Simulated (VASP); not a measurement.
Write the native input for VASP 6.6.1 that does the following.

- Task: work function
- Functional: PBEsol
- Potentials or basis: VASP PAW PBE potentials, release 64 (Ga_d, N)
- Cutoff: 520 eV
- k mesh: 8 × 6 × 1
- Occupations: gaussian, width 0.05 eV
- Spin: no spin polarisation
- Dipole correction: yes
- Further INCAR settings: ALGO = Normal; EDIFF = 1e-07

The structure of GaN lies in POSCAR:

```
GaN                                     
1.0
    3.1800000000      0.0000000000      0.0000000000
    0.0000000000      5.1660000000      0.0000000000
    0.0000000000      0.0000000000     19.6719477120
  Ga              N             
     4     4
Direct
     0.0000000000000000    0.0217148267892847    0.4233538381405602
     0.4999999998999982    0.4957455852333726    0.4430230086856750
     0.5000000000000000    0.9957455852333729    0.5569769913143251
     0.9999999998999982    0.5217148267892846    0.5766461618594395
     0.0000000000000000    0.3675545645174564    0.4070902433258275
     0.4999999998999982    0.8649850234598866    0.4520309390992354
     0.5000000000000000    0.3649850234598861    0.5479690609007648
     0.9999999998999982    0.8675545645174561    0.5929097566741727
```

One way to write it, as run:

INCAR

```
PREC = Accurate
ENCUT = 520
EDIFF = 1E-7
ISMEAR = 0
SIGMA = 0.05
LREAL = F
LASPH = T
NELM = 60
ALGO = Normal
ISIF = 2
LWAVE = F
LCHARG = T
LDIPOL = T
IDIPOL = 3
DIPOL = 0.5 0.5 0.500
GGA = PS
LVHAR = T
LVACPOTAV = T
KPAR = 8
```

KPOINTS

```
Automatic mesh
0
Gamma
  8 6 1
```

Potentials or basis: VASP PAW PBE potentials, release 64 (Ga_d, N).

Launch:

```bash
$ cat potpaw_PBE.64/Ga_d/POTCAR potpaw_PBE.64/N/POTCAR > POTCAR
$ mpirun -np 8 vasp_std > vasp.out
```

Results of the run:

```json
{"Largest force": "0.012 eV/Å", "Band gap on the k mesh": "1.94 eV, indirect (least direct gap 1.99 eV)", "Ionisation potential of the upper face": "5.81 eV"}
```

Caveat: the PAW data sets were made with another functional, which shifts forces and pressure a little.

Wall time 4.9 min on 8 MPI ranks on AMD EPYC 7R43 64-Core Processor (Zen 3), on a shared host, peak memory 0.46 GiB a rank.
